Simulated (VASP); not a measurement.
# RbBr (Fm-3m) in VASP: notebook

Aim: see how the results for RbBr move with the level of theory and the settings. Levels: PBE, LDA. Tasks: single point.

All numbers are computed with VASP 6.6.1; they aren't measurements. Logs are shortened: lines on timing, memory, paths and dates and some standing lists are left out, and cuts for length are marked.

### 1 The crystal as given

Symmetry: Fm-3m, No. 225, cubic system. Conventional cell: a = 6.854 Å, b = 6.854 Å, c = 6.854 Å, α = 90.00°, β = 90.00°, γ = 90.00°. Rb (site symmetry m-3m) is surrounded by 6 Br at 3.43 Å. Around Br (site symmetry m-3m) lie 6 Rb at 3.43 Å.

### 2 Single point, PBE, non-collinear spin, zero start, spin-orbit coupling

Contents of INCAR:

```
ALGO = Normal
EDIFF = 1E-7
ENCUT = 520
GGA = PE
GGA_COMPAT = False
ISIF = 2
ISMEAR = 1
LASPH = True
LCHARG = True
LORBIT = 11
LORBMOM = True
LREAL = False
LSORBIT = True
LVHAR = True
LWAVE = False
MAGMOM = 0 0 0 0 0 0
NBANDS = 28
NELM = 150
PREC = Accurate
SIGMA = 0.05
```

Contents of KPOINTS:

```
k-points
0
Gamma
  11 11 11
```

Contents of POSCAR:

```
RbBr
1.0
    0.0000000000      3.4270000000      3.4270000000
    3.4270000000      0.0000000000      3.4270000000
    3.4270000000      3.4270000000      0.0000000000
Rb Br
1 1
Direct
    0.0000000000      0.0000000000      0.0000000000
    0.5000000000      0.5000000000      0.5000000000
```

Potentials or basis: VASP PAW PBE potentials, release 64 (Rb_sv, Br).

The run is started by

```sh
$ cat potpaw_PBE.64/Rb_sv/POTCAR potpaw_PBE.64/Br/POTCAR > POTCAR
$ mpirun -np 1 vasp_ncl > vasp.out
```

OUTCAR:

```text
EDIFF = 1E-7
   ENCUT = 520
   GGA = PE
   ISIF = 2
   ISMEAR = 1
   LASPH = True
   LORBIT = 11
   LREAL = False
   LSORBIT = True
   NELM = 150
   PREC = Accurate

 ion  position               nearest neighbor table
   1  0.000  0.000  0.000-   2 3.43   2 3.43   2 3.43   2 3.43   2 3.43   2 3.43
   2  0.500  0.500  0.500-   1 3.43   1 3.43   1 3.43   1 3.43   1 3.43   1 3.43

  LATTYP: Found a face centered cubic cell.
 ALAT       =     6.8540000000

  Lattice vectors:

 A1 = (   0.0000000000,   3.4270000000,   3.4270000000)
 A2 = (   3.4270000000,   0.0000000000,   3.4270000000)
 A3 = (   3.4270000000,   3.4270000000,   0.0000000000)

Analysis of symmetry for initial positions (statically):
=====================================================================
 Subroutine PRICEL returns:
 Original cell was already a primitive cell.

 Routine SETGRP: Setting up the symmetry group for a
 face centered cubic supercell.

 Subroutine GETGRP returns: Found 48 space group operations
 (whereof 48 operations were pure point group operations)
 out of a pool of 48 trial point group operations.

The static configuration has the point symmetry O_h .

Analysis of symmetry for dynamics (positions and initial velocities):
=====================================================================
 Subroutine PRICEL returns:
 Original cell was already a primitive cell.

 Routine SETGRP: Setting up the symmetry group for a
 face centered cubic supercell.

 Subroutine GETGRP returns: Found 48 space group operations
 (whereof 48 operations were pure point group operations)
 out of a pool of 48 trial point group operations.

The dynamic configuration has the point symmetry O_h .

Analysis of structural, dynamic, and magnetic symmetry:
=====================================================================
 Subroutine PRICEL returns:
 Original cell was already a primitive cell.

 Routine SETGRP: Setting up the symmetry group for a
 face centered cubic supercell.

 Subroutine GETGRP returns: Found 48 space group operations
 (whereof 48 operations were pure point group operations)
 out of a pool of 48 trial point group operations.

The overall configuration has the point symmetry O_h .

 Subroutine INISYM returns: Found 48 space group operations
[... 923 lines left out ...]
      0.00000      0.00000      0.00000         0.000000     -0.000000      0.000000
      3.42700      3.42700      3.42700        -0.000000      0.000000     -0.000000
 -----------------------------------------------------------------------------------
    total drift:                                0.000000      0.000000      0.000000

  FREE ENERGIE OF THE ION-ELECTRON SYSTEM (eV)
  ---------------------------------------------------
  free  energy   TOTEN  =        -6.1494463031 eV

  energy  without entropy=       -6.1495953994  energy(sigma->0) =       -6.14949600

 orbital moment (x)

 # of ion     p       d       tot
 ----------------------------------------
  1         0.000   0.000   0.000
  2         0.000  -0.000  -0.000
 ----------------------------------------
            0.000   0.000   0.000

 orbital moment (y)

 # of ion     p       d       tot
 ----------------------------------------
  1         0.000   0.000   0.000
  2         0.000   0.000   0.000
 ----------------------------------------
            0.000   0.000   0.000

 orbital moment (z)

 # of ion     p       d       tot
 ----------------------------------------
  1         0.000  -0.000  -0.000
  2         0.000   0.000   0.000
 ----------------------------------------
            0.000  -0.000  -0.000

 Spin-Orbit-Coupling matrix elements

 Ion:    1  E_soc:     -0.0529938
 l=   1
     0.0000000    -0.0088232    -0.0088232
    -0.0088232     0.0000000    -0.0088232
    -0.0088232    -0.0088232     0.0000000
 l=   2
     0.0000000     0.0000008     0.0000000     0.0000008    -0.0000100
     0.0000008     0.0000000    -0.0000075     0.0000008    -0.0000025
     0.0000000    -0.0000075     0.0000000    -0.0000075     0.0000000
     0.0000008     0.0000008    -0.0000075     0.0000000    -0.0000025
    -0.0000100    -0.0000025     0.0000000    -0.0000025     0.0000000
 l=   3
     0.0000000     0.0000000     0.0000000     0.0000000     0.0000000     0.0000000     0.0000000
     0.0000000     0.0000000     0.0000000     0.0000000     0.0000000     0.0000000     0.0000000
     0.0000000     0.0000000     0.0000000     0.0000000     0.0000000     0.0000000     0.0000000
     0.0000000     0.0000000     0.0000000     0.0000000     0.0000000     0.0000000     0.0000000
     0.0000000     0.0000000     0.0000000     0.0000000     0.0000000     0.0000000     0.0000000
     0.0000000     0.0000000     0.0000000     0.0000000     0.0000000     0.0000000     0.0000000
     0.0000000     0.0000000     0.0000000     0.0000000     0.0000000     0.0000000     0.0000000

 Ion:    2  E_soc:     -0.0514756
 l=   1
     0.0000000    -0.0085789    -0.0085789
    -0.0085789     0.0000000    -0.0085789
    -0.0085789    -0.0085789     0.0000000
 l=   2
     0.0000000    -0.0000000     0.0000000    -0.0000000    -0.0000004
    -0.0000000     0.0000000    -0.0000003    -0.0000000    -0.0000001
     0.0000000    -0.0000003     0.0000000    -0.0000003     0.0000000
    -0.0000000    -0.0000000    -0.0000003     0.0000000    -0.0000001
    -0.0000004    -0.0000001     0.0000000    -0.0000001     0.0000000
 l=   3
     0.0000000     0.0000000     0.0000000     0.0000000     0.0000000     0.0000000     0.0000000
     0.0000000     0.0000000     0.0000000     0.0000000     0.0000000     0.0000000     0.0000000
     0.0000000     0.0000000     0.0000000     0.0000000     0.0000000     0.0000000     0.0000000
     0.0000000     0.0000000     0.0000000     0.0000000     0.0000000     0.0000000     0.0000000
     0.0000000     0.0000000     0.0000000     0.0000000     0.0000000     0.0000000     0.0000000
     0.0000000     0.0000000     0.0000000     0.0000000     0.0000000     0.0000000     0.0000000
     0.0000000     0.0000000     0.0000000     0.0000000     0.0000000     0.0000000     0.0000000

 total charge

# of ion       s       p       d       tot
------------------------------------------
    1        1.940   5.351   0.023   7.315
    2        1.600   3.300   0.001   4.901
--------------------------------------------------
tot          3.541   8.651   0.024  12.216

 magnetization (x)

# of ion       s       p       d       tot
------------------------------------------
    1       -0.000   0.000  -0.000  -0.000
    2        0.000   0.000  -0.000  -0.000
--------------------------------------------------
tot         -0.000   0.000  -0.000  -0.000

 magnetization (y)

# of ion       s       p       d       tot
------------------------------------------
    1       -0.000   0.000  -0.000  -0.000
    2        0.000   0.000  -0.000  -0.000
--------------------------------------------------
tot         -0.000   0.000  -0.000  -0.000

 magnetization (z)

# of ion       s       p       d       tot
------------------------------------------
    1       -0.000   0.000  -0.000  -0.000
    2        0.000   0.000  -0.000  -0.000
--------------------------------------------------
tot         -0.000   0.000  -0.000  -0.000
```

stdout:

```text
POSCAR found type information on POSCAR RbBr
 POSCAR found :  2 types and       2 ions
 scaLAPACK will be used
 LDA part: xc-table for (Slater+PW92), standard interpolation
 POSCAR, INCAR and KPOINTS ok, starting setup
 FFT: planning ... GRIDC
 FFT: planning ... GRID_SOFT
 FFT: planning ... GRID
 WAVECAR not read
 entering main loop
```

It took 2.9 min on 1 thread of AMD EPYC 9R45 (Zen 5), shared host; peak memory 0.44 GiB.

What came out:

```
Free energy                                           : -6.1494 eV
Pressure                                              : 1.0 GPa
Net moment                                            : 0.00 μB per cell
Valence electrons inside the program's atomic spheres : Rb 7.32; Br 4.90
```

Moments on the atoms (μB; x, y, z):
```
Rb  0.00 0.00 0.00
Br  0.00 0.00 0.00
```

### 3 Single point, LDA

Contents of INCAR:

```
PREC     = Accurate       # precision mode
ENCUT    = 520            # plane-wave cutoff, eV
EDIFF    = 1E-6           # SCF threshold, eV
ISMEAR   = -1             # smearing method
SIGMA    = 0.05           # smearing width, eV
LREAL    = False          # projectors in reciprocal space
LASPH    = True           # aspherical terms in the spheres
NELM     = 100            # most SCF steps
ALGO     = Normal         # electronic algorithm
ISIF     = 2              # what is computed and relaxed
LWAVE    = False          # write WAVECAR
LCHARG   = True           # write CHGCAR
GGA      = CA             # functional
LELF     = True           # ELF
LVHAR    = True         
NBANDS   = 15             # bands
```

Contents of KPOINTS:

```
Automatic mesh
0
Gamma
  6 6 6
```

POSCAR is that of step 2.

Potentials or basis: VASP PAW LDA potentials, release 64 (Rb_sv, Br).

The run is started by

```sh
$ cat potpaw_LDA.64/Rb_sv/POTCAR potpaw_LDA.64/Br/POTCAR > POTCAR
$ mpirun -np 1 vasp_std > vasp.out
```

Run time: 11 s. Hardware: 1 thread of AMD EPYC 9R45 (Zen 5), shared host; peak memory 0.14 GiB.

It converged, with:

* Free energy: -6.6944 eV
* Pressure: -1.2 GPa
* Band gap on the k mesh: 3.96 eV, direct

Levels at points of the mesh, in eV from the valence-band top:
```
           k point  band 4  band 5  band 6  band 7  band 8  band 9  band 10  band 11  band 12  band 13
(0.00, 0.00, 0.00)   -8.41   -8.41    0.00    0.00    0.00    3.96     7.03     7.03     7.03     7.97
(0.50, 0.00, 0.00)   -8.42   -8.37   -1.06   -0.38   -0.38    6.46     7.41     9.26     9.26     9.92
(0.50, 0.50, 0.00)   -8.49   -8.49   -0.50   -0.17   -0.17    5.30     6.80     8.82     9.06     9.24
```
